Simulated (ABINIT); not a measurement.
Runs of ABINIT 10.8.3 (patched build) on Co. It takes space group P6_3/mmc (No. 194, hexagonal). Conventional cell: a = 2.471 Å, b = 2.471 Å, c = 8.088 Å, α = 90.00°, β = 90.00°, γ = 120.00°. Co (site symmetry -6m2) has 12 Co at 2.47 Å as nearest neighbours. Co (site symmetry -3m) has 12 Co at 2.47 Å as nearest neighbours. 

```tsv
task	potentials or basis	k mesh	cutoff (eV)	smearing	bands in the sums	broadening (eV)	scissor shift (eV)	tensor components	gap on the mesh (eV)	pressure (GPa)	moment (μB)
single point	PseudoDojo NC SR PBE v0.4.1 standard	9 × 9 × 3	1252	fermi-dirac 0.05 eV	-	-	-	-	none	(a)	6.31
optical spectrum	PseudoDojo NC SR PBE v0.4.1 standard	14 × 14 × 4, shifted	1252	gaussian 0.1 eV	42	0.15	0	[11, 33]	-	4.4	6.62
single point	SG15 NC PBE v1.2	9 × 9 × 3	816	fermi-dirac 0.05 eV	-	-	-	-	none	4.1	6.31
optical spectrum	SG15 NC PBE v1.2	16 × 16 × 6, shifted	816	fermi-dirac 0.1 eV	46	0.1	0	[11, 33]	-	5.3	(b)
```

Alike in all rows: level PBE; spin collinear, ferromagnetic start; cell as given.

Q: Fill in the values left out.

A: (a) 3.0; (b) 6.51.

Caveats: the intraband (Drude) term is left out (some runs); spectra need much finer meshes, so this one isn't converged (some runs); independent-particle spectra lack excitons (some runs).

A gap of «none» marks a metal or a gap under the smearing width.
